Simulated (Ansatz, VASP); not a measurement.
CdF2 in VASP and in Ansatz

The input INCAR:

```
SYSTEM = CdF2
PREC = Accurate
ENCUT = 520
EDIFF = 1E-7
ISMEAR = -4
SIGMA = 0.1
LREAL = .False.
LASPH = .True.
NELM = 60
ALGO = Normal
ISIF = 2
LWAVE = .False.
LCHARG = .False.
GGA = PE
NBANDS = 20
```

File KPOINTS:

```
regular mesh
0
Gamma
  8 8 8
  0 0 0
```

File POSCAR:

```
CdF2
1.0
    0.0000000000      2.6940000000      2.6940000000
    2.6940000000      0.0000000000      2.6940000000
    2.6940000000      2.6940000000      0.0000000000
Cd F
1 2
Direct
    0.0000000000      0.0000000000      0.0000000000
    0.2500000000      0.2500000000      0.2500000000
    0.7500000000      0.7500000000      0.7500000000
```

Input for Ansatz:

```yaml
crystal:
  lattice:
    - [0.0, 2.694, 2.694]
    - [2.694, 0.0, 2.694]
    - [2.694, 2.694, 0.0]
  atoms:
    - { symbol: Cd, position: [0.0, 0.0, 0.0] }
    - { symbol: F, position: [0.25, 0.25, 0.25] }
    - { symbol: F, position: [0.75, 0.75, 0.75] }
kpoints:
  mp_grid: { grid: [8, 8, 8] }
  band_path:
    path:
      - [0.0, 0.0, 0.0]
      - [0.5, 0.0, 0.5]
      - [0.625, 0.25, 0.625]
      - [0.375, 0.375, 0.75]
      - [0.0, 0.0, 0.0]
      - [0.5, 0.5, 0.5]
      - [0.5, 0.25, 0.75]
      - [0.5, 0.0, 0.5]
    npoints: 14
scf:
  occupations: { method: tetrahedron_uncorrected }
  n_extra_bands: 1
  mixing: { preconditioner: local_kerker }
hamiltonian:
  xc: pbe
  pseudopotentials: { kind: all_electron, lapw: { basis_error: 0.001 } }
output:
  forces: true
  stress: true
  eigenvalues: true
  populations: true
```

Alike in both runs: task single point; functional PBE; k mesh 8 × 8 × 8; no spin polarisation.

```csv
,VASP,Ansatz
version,VASP 6.6.1,Ansatz 0.2.0
potentials or method,"VASP PAW PBE potentials, release 64 (Cd, F)","all-electron LAPW, scalar-relativistic"
plane-wave cutoff (eV),520,see its input
occupations,tetrahedron,tetrahedron-uncorrected
```

|  | VASP | Ansatz | Ansatz less VASP |
| --- | --- | --- | --- |
| gap on the k mesh at the Fermi level (eV) | 3.07 | 3.09 | +0.027 |
| pressure (GPa) | 6.2 | 5.4 | -0.76 |

Ansatz ran all-electron here, so the differences hold the error of VASP's frozen core and of both bases. Ansatz warned: «band_table_not_solved_further».

A k mesh can miss the band edges.
